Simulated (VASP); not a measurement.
Input of a VASP 6.6.1 run:

Contents of INCAR:

```
SYSTEM = Rh
  PREC = Accurate
  ENCUT = 600
  EDIFF = 1E-6
  ISMEAR = 1
  SIGMA = 0.1
  LREAL = .False.
  LASPH = .True.
  NELM = 120
  ALGO = Normal
  ISIF = 3
  LWAVE = .False.
  LCHARG = .False.
  GGA = PE
  IBRION = 2
  NSW = 80
  EDIFFG = -0.01
  ISYM = 2
  KPAR = 4
```

The input KPOINTS:

```
Automatic mesh
0
Gamma
  20 20 20
  0 0 0
```

The input POSCAR:

```
Rh
1.0
    0.0000000000      1.9015500000      1.9015500000
    1.9015500000      0.0000000000      1.9015500000
    1.9015500000      1.9015500000      0.0000000000
Rh
1
Direct
    0.0000000000      0.0000000000      0.0000000000
```

Potentials or basis: VASP PAW PBE potentials, release 64 (Rh_pv).

Run with:

```bash
$ cat potpaw_PBE.64/Rh_pv/POTCAR > POTCAR
$ mpirun -np 4 vasp_std > vasp.out
```

(1) What does it give for the space group after relaxing (to 0.05 Å)?

(2) Predict the relaxed volume.

Results:

(1) Fm-3m (No. 225).

(2) 14.04 Å³/atom.
